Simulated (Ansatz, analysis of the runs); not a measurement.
# A homologous series of junctions, from SiH2(OSiH2)1 chain with amine ends, between Au (111) faces with adatoms, part 4 of 4

How fast does the conductance fall as the molecule grows?

Ansatz 0.2.0; DFT PBE, plane waves, PAW; relaxation of a junction, electrodes held but for their tips (the session's first sound run).

So far, transmission at the energy nearest the Fermi level, one spin: step 3 (transmission, 87 atoms, molecule siloxane 1, amine ends …) 8.7e-4; step 6 (91 atoms, molecule siloxane 2, amine ends, units 2) 1.2e-5.

### Step 9. The open system, 95 atoms, molecule siloxane 3, amine ends, units 3

This step: DFT PBE, plane waves, PAW; transmission of a junction between electrodes (Ansatz 0.2.0).

The transmission is computed for this geometry in the same way.

The input, input.yaml:

```yaml
crystal:
  lattice:
    - [8.8246926292, 0.0, 0.0]
    - [4.4123463146, 7.6424079975, 0.0]
    - [0.0, 0.0, 34.926576246]
  atoms:
    - { symbol: Au, position: [0.722222222, 0.722222222, 0.0] }
    - { symbol: Au, position: [0.722222222, 0.055555556, 0.0] }
    - { symbol: Au, position: [0.722222222, 0.388888889, 0.0] }
    - { symbol: Au, position: [0.055555556, 0.722222222, 0.0] }
    - { symbol: Au, position: [0.055555556, 0.055555556, 0.0] }
    - { symbol: Au, position: [0.055555556, 0.388888889, 0.0] }
    - { symbol: Au, position: [0.388888889, 0.722222222, 0.0] }
    - { symbol: Au, position: [0.388888889, 0.055555556, 0.0] }
    - { symbol: Au, position: [0.388888889, 0.388888889, 0.0] }
    - { symbol: Au, position: [0.833333333, 0.833333333, 0.068766463] }
    - { symbol: Au, position: [0.833333333, 0.166666667, 0.068766463] }
    - { symbol: Au, position: [0.833333333, 0.5, 0.068766463] }
    - { symbol: Au, position: [0.166666667, 0.833333333, 0.068766463] }
    - { symbol: Au, position: [0.166666667, 0.166666667, 0.068766463] }
    - { symbol: Au, position: [0.166666667, 0.5, 0.068766463] }
    - { symbol: Au, position: [0.5, 0.833333333, 0.068766463] }
    - { symbol: Au, position: [0.5, 0.166666667, 0.068766463] }
    - { symbol: Au, position: [0.5, 0.5, 0.068766463] }
    - { symbol: Au, position: [0.944444444, 0.944444444, 0.137532926] }
    - { symbol: Au, position: [0.944444444, 0.277777778, 0.137532926] }
    - { symbol: Au, position: [0.944444444, 0.611111111, 0.137532926] }
    - { symbol: Au, position: [0.277777778, 0.944444444, 0.137532926] }
    - { symbol: Au, position: [0.277777778, 0.277777778, 0.137532926] }
    - { symbol: Au, position: [0.277777778, 0.611111111, 0.137532926] }
    - { symbol: Au, position: [0.611111111, 0.944444444, 0.137532926] }
    - { symbol: Au, position: [0.611111111, 0.277777778, 0.137532926] }
    - { symbol: Au, position: [0.611111111, 0.611111111, 0.137532926] }
    - { symbol: Au, position: [0.055555556, 0.055555556, 0.20629939] }
    - { symbol: Au, position: [0.055555556, 0.388888889, 0.20629939] }
    - { symbol: Au, position: [0.055555556, 0.722222222, 0.20629939] }
[... 7 lines left out ...]
    - { symbol: "N", position: [0.4514105376, 0.4614988714, 0.3304751962] }
    - { symbol: Si, position: [0.6571011948, 0.3699350566, 0.3532325489] }
    - { symbol: O, position: [0.6398342368, 0.3204130735, 0.3980158314] }
    - { symbol: Si, position: [0.7301327231, 0.228274679, 0.4387407106] }
    - { symbol: O, position: [0.7718898834, 0.3617789357, 0.4633493338] }
    - { symbol: Si, position: [0.8623324425, 0.3927242368, 0.5012427955] }
    - { symbol: O, position: [0.7436384898, 0.4134898255, 0.5390958178] }
    - { symbol: Si, position: [0.7094229409, 0.4503562987, 0.5855520771] }
    - { symbol: "N", position: [0.5083729934, 0.4650939353, 0.5981437572] }
    - { symbol: H, position: [0.3984327058, 0.3823799505, 0.327581505] }
    - { symbol: H, position: [0.3564100396, 0.5809522598, 0.3400532587] }
    - { symbol: H, position: [0.7068525707, 0.507623917, 0.3527716831] }
    - { symbol: H, position: [0.7778896657, 0.208254646, 0.332073425] }
    - { symbol: H, position: [0.6024626283, 0.1971307261, 0.4601585254] }
    - { symbol: H, position: [0.8974782323, 0.0621017501, 0.4317077192] }
    - { symbol: H, position: [0.867216565, 0.5570726726, 0.4949962157] }
    - { symbol: H, position: [0.0415138241, 0.2394629948, 0.5065896563] }
    - { symbol: H, position: [0.8482244477, 0.3002824659, 0.6070220032] }
    - { symbol: H, position: [0.6914263142, 0.6227123027, 0.594790807] }
    - { symbol: H, position: [0.3974566027, 0.5691048712, 0.5874363436] }
    - { symbol: H, position: [0.5000492595, 0.3546470306, 0.5946424264] }
[... 29 lines left out ...]
    - { symbol: Au, position: [0.611111111, 0.944444444, 0.931233537] }
    - { symbol: Au, position: [0.611111111, 0.277777778, 0.931233537] }
    - { symbol: Au, position: [0.944444444, 0.611111111, 0.931233537] }
    - { symbol: Au, position: [0.944444444, 0.944444444, 0.931233537] }
    - { symbol: Au, position: [0.944444444, 0.277777778, 0.931233537] }
    - { symbol: Au, position: [0.277777778, 0.611111111, 0.931233537] }
    - { symbol: Au, position: [0.277777778, 0.944444444, 0.931233537] }
    - { symbol: Au, position: [0.277777778, 0.277777778, 0.931233537] }
kpoints:
  mp_grid: { grid: [4, 4, 1] }
scf:
  occupations: { method: fermi_dirac, width: 0.1 }
hamiltonian:
  xc: pbe
output:
  transmission: { leads: [[86, 0]], e_range: [-0.7, 0.7], de: 0.035, kmesh: [4, 4] }
  dos: { projected: true, e_range: [-5, 4] }
  write_potential: true
  write_density: true
  volumetric_format: npy
```

Launch:

```bash
$ ansatz run input.yaml --threads 16 --pin off --max-ram 61440MiB --backend cuda --events-out ev --progress --plain --runs-dir out --max-vram 78GiB
```

Numbers of over 12 decimals in the logs are rounded to 6 here.

The program printed:

```text
[...]
Crystal: 95 atoms, lattice volume = 2355.515 Å³
Basis set: ecut = 420 eV, 46047 PW (Γ)
Bands: 878, of which v1, the nominal top of the filled ones, is band 731 counted from 1 (730 counted from 0)
Symmetry: 1 space group operations
[...]
k-points: 10 of 16 (time reversal used)
[...]
transmission: 163 of 530 steps passed
[...]
SCF converged after 10 iterations
[...]
--- Transmission ---
  basis      : 595 plane waves across, 53 finite elements along
  points     : 10, standing for a mesh of 4 x 4
  on the GPU : 10 of these points
[...]
filled         : 0.1 meV over the level at which it is neutral
    channels       : 7.687500e0 a spin
[...]
junction   : crystal 0 to crystal 0, -0.50 to 32.02 Å
    transmission   : 1.568493e-6 a spin
[...]
resistance     : 5.4925e3 Ω µm² beyond half of each lead's own
```

Wall time 4.5 min (1 × NVIDIA GB200 with 16 threads of Arm Neoverse V2, shared host); peak memory 20 GiB.

The conductance is 1.6e-6 G₀. The conductance is 0.13 times that of the last run that gave one. This chain holds gauche bonds, so it is not the stretched conformer. The lead's Hamiltonian steps by 23.6 meV, which the program lets pass, though it counts in the error estimate. The largest term of the program's error estimate is over 1000 %, from band edges of the leads and from resonances.

### Step 10. Comparing the runs

Times are for 1 × NVIDIA GB200 with 16 threads of Arm Neoverse V2, shared host. The series side by side:

```csv
no.,molecule,units,"transmission at the energy nearest the Fermi level, one spin",step of the lead's Hamiltonian (meV),conductance of the junction (S/m²),conductance of the junction (G₀),added resistance times area (Ω um²),time,memory (GiB)
1,"siloxane 1, amine ends",1,8.73e-4,23.2,1.01e11,8.76e-4,9.940,7.8 min,18
2,"siloxane 2, amine ends",2,1.21e-5,22.8,1.41e9,1.23e-5,710.0,3.9 min,19
3,"siloxane 3, amine ends",3,1.57e-6,23.6,1.82e8,1.58e-6,5492,4.5 min,20
```

The runs together. Transmission against energy, zero at the Fermi level:

```csv
energy (eV),"siloxane 1, amine ends, 1","siloxane 2, amine ends, 2","siloxane 3, amine ends, 3"
-0.700,6.0e-4,3.8e-6,6.3e-7
-0.665,6.1e-4,4.1e-6,6.7e-7
-0.630,6.3e-4,4.5e-6,7.0e-7
-0.595,6.5e-4,5.1e-6,7.5e-7
-0.560,6.8e-4,6.1e-6,8.1e-7
-0.525,7.0e-4,7.2e-6,8.7e-7
-0.490,7.1e-4,7.5e-6,9.2e-7
-0.420,6.8e-4,6.0e-6,9.2e-7
-0.385,6.7e-4,5.8e-6,9.2e-7
-0.350,6.6e-4,5.9e-6,9.3e-7
-0.315,6.7e-4,6.2e-6,9.7e-7
-0.280,6.9e-4,6.6e-6,1.0e-6
-0.245,7.0e-4,7.0e-6,1.1e-6
-0.210,7.2e-4,7.5e-6,1.1e-6
-0.175,7.4e-4,8.1e-6,1.2e-6
-0.140,7.6e-4,8.7e-6,1.2e-6
-0.105,7.8e-4,9.4e-6,1.3e-6
-0.070,8.1e-4,1.0e-5,1.4e-6
-0.035,8.4e-4,1.1e-5,1.5e-6
0.000,8.7e-4,1.2e-5,1.6e-6
0.035,9.1e-4,1.3e-5,1.7e-6
0.070,9.6e-4,1.5e-5,1.8e-6
0.105,1.0e-3,1.6e-5,2.0e-6
0.140,0.00106,1.8e-5,2.2e-6
0.175,0.00115,2.1e-5,2.6e-6
0.210,0.00143,2.8e-5,3.6e-6
0.245,0.00128,2.9e-5,3.6e-6
0.280,0.00105,2.5e-5,2.5e-6
0.315,9.6e-4,2.5e-5,2.1e-6
0.350,9.4e-4,2.7e-5,2.0e-6
0.385,9.4e-4,2.9e-5,2.0e-6
0.420,9.6e-4,3.2e-5,2.1e-6
0.490,0.00102,3.9e-5,2.5e-6
0.525,0.00107,4.3e-5,2.7e-6
0.560,0.00112,4.8e-5,2.9e-6
0.595,0.00117,5.4e-5,3.2e-6
0.630,0.00123,6.1e-5,3.6e-6
0.665,0.0013,6.9e-5,4.0e-6
0.700,0.00137,7.9e-5,4.4e-6
```

### Step 11. Landauer integrals, 95 atoms

This step: Landauer integrals over the computed T(E), interpolated linearly between its energies (analysis of the runs above).

The thermopower is -15.7 μV/K. The Lorenz ratio is 1.03, where the Wiedemann-Franz law gives 1. These values rest on a semilocal level alignment and on the mesh across the current. Moving the level by up to 0.1 eV either way gives -24 to -12 μV/K.

### Step 12. Outcome

```yaml
conductance_sih2_osih2_1_chain_with_amine_ends: 8.8e-4 G₀ (one error term of 70 %, so a rough value at best)
thermopower_sih2_osih2_1_chain_with_amine_ends: -8.77 μV/K (rough, as the conductance is)
conductance_sih2_osih2_2_chain_with_amine_ends: 1.2e-5 G₀ (one error term of 4277 %, so a rough value at best)
thermopower_sih2_osih2_2_chain_with_amine_ends: -19.7 μV/K (rough, as the conductance is)
conductance_sih2_osih2_3_chain_with_amine_ends: 1.6e-6 G₀ (one error term of 30478 %, so a rough value at best)
thermopower_sih2_osih2_3_chain_with_amine_ends: -15.7 μV/K (rough, as the conductance is)
```

**Reading.** Semilocal functionals put a molecule's frontier levels too near the Fermi level, so conductances off resonance usually come out too high. The mesh of 4 × 4 points across the current is coarse: where the lead's channel count steps, T(E) can show bumps that belong to the mesh. Transport is coherent and elastic here: the atoms are frozen, so scattering by vibrations plays no part. The SiH2(OSiH2)3 chain with amine ends is not all-trans: 2 backbone bonds are gauche, so it is another conformer than a stretched chain, and no decay constant is fitted. Spin-orbit coupling is left out, which matters for the bands of heavy atoms. One term of the program's error estimate for a conductance, of a junction or of the perfect wire, exceeds 1000 % in this session.

[Logs are printed without paths, hosts, clocks, repeated set-up lines and the standing remarks that a program may print on its own settings, such as how far it seeks lower states.]

[Hosts, paths, dates, database ids (printed as entryN), source tags and the programs' standing remarks are cut or masked in the printed files.]
